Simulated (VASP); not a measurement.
Write the native input for VASP 6.6.1 that does the following.

```yaml
Task: single point
Functional: PBE
Dispersion: D3(BJ)
Potentials_or_basis: VASP PAW PBE potentials, release 64 (C, O)
Cutoff: 520 eV
k_mesh: 1 × 1 × 1
Occupations: fermi-dirac, width 0.02 eV
Spin: no spin polarisation
Dipole_correction: no
Further_INCAR_settings: LREAL = Auto; ALGO = Normal; EDIFF = 1e-06; NBANDS = 82
```

The structure of CO2 lies in POSCAR:

```
CO2
1.0
    7.8035490000      0.0000000000      0.0000000000
    0.0000000000      7.8035490000      0.0000000000
    0.0000000000      0.0000000000      7.8035490000
C O
8 16
Direct
    0.7905890000      0.2302029500      0.3490719415
    0.6669273173      0.7598722069      0.7221329680
    0.5867714805      0.6674142752      0.1929250396
    0.0891132996      0.2977875836      0.8767549227
    0.2625728371      0.8085423696      0.9382141382
    0.2964164126      0.4272030585      0.4637889760
    1.0529311727      0.8307117697      0.3715360793
    0.5774808360      0.2505526652     -0.0883187893
    0.8083757788      0.3474188475      0.4338154345
    0.7623710699      0.0905357293      0.2919056445
    0.6708870541      0.6670810935      0.8393104215
    0.6534206423      0.8433214170      0.5883861305
    0.4537678946      0.7407655158      0.2016390235
    0.7099718346      0.5809408001      0.1875428731
    0.1871584327      0.2803852452      0.9882682866
   -0.0259881754      0.2766689874      0.7754036016
    0.1745359707      0.7743912417      1.0607224995
    0.3496614169      0.8231126632      0.8132197286
    0.2121342481      0.3700752055      0.3590545789
    0.3916935743      0.5119337368      0.5482889900
    0.9501189779      0.7535545686      0.2844987582
    1.1124041125      0.9183898249      0.4803583600
    0.6494224615      0.1393596683     -0.1691794336
    0.4912508398      0.3226608816      0.0111487735
```

The cell was built by a generator and needn't be a form met in nature.

One way to write it, as run:

INCAR

```
PREC = Accurate ; ENCUT = 520
EDIFF = 1E-6 ; ISMEAR = -1
SIGMA = 0.02 ; LREAL = Auto
LASPH = True ; NELM = 100
ALGO = Normal ; ISIF = 2
LWAVE = False ; LCHARG = False
GGA = PE ; IVDW = 12
NBANDS = 82
```

KPOINTS

```
regular mesh
0
Gamma
  1 1 1
```

Potentials or basis: VASP PAW PBE potentials, release 64 (C, O).

Command:

```console
$ cat potpaw_PBE.64/C/POTCAR potpaw_PBE.64/O/POTCAR > POTCAR
$ mpirun -np 1 vasp_gam > vasp.out
```

It gave:

```json
{
 "Pressure": "-0.6 GPa",
 "Largest force": "5.592 eV/Å",
 "Band gap on the k mesh": "5.30 eV, direct",
 "Dispersion energy per atom": "-0.049 eV"
}
```

Caveat: the standard files for N, O and F lose accuracy on very short bonds.

It took 110 s on 1 thread of Intel(R) Xeon(R) Platinum 8175M CPU @ 2.50GHz (Skylake/Cascade Lake) (shared host), peak memory 0.45 GiB.
